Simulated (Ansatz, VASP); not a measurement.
# One calculation of Au, two programs

```xyz
5
Lattice="2.8628 0.0000 0.0000 -1.4314 2.4793 0.0000 0.0000 0.0000 24.3499" Properties=species:S:1:pos:R:3 pbc="T T T"
Au    1.4314    0.8264    7.5000
Au    0.0000    1.6528    9.8375
Au    0.0000    0.0000   12.1750
Au    1.4314    0.8264   14.5124
Au    0.0000    1.6528   16.8499
```

Alike in both runs: task single point; functional LDA; k mesh 12 × 12 × 1; occupations gaussian, width 0.1 eV; no spin polarisation.

```csv
,VASP,Ansatz
version,VASP 6.6.1,Ansatz 0.2.0
potentials or method,"VASP PAW LDA potentials, release 64 (Au)","scalar-relativistic, plane waves, PAW"
plane-wave cutoff (eV),520,420
valence electrons in the cell,55,95
```

Ansatz gave:

* gap on the k mesh at the Fermi level (eV): none
* rms of the force components (eV/Å): 0.063
* work function, face that differs most (eV): 5.61

Task: Which values does VASP return?

Result: gap on the k mesh at the Fermi level (eV): none; rms of the force components (eV/Å): 0.065; work function, face that differs most (eV): 5.59.

Atom by atom the forces differ by 0.007 eV/Å (rms over components). A gap of «none» marks a metal or a gap that the smearing closes. The two sets of potentials don't hold the same shells in valence.

The runs have no spin-orbit coupling, so splittings on Au are missing.
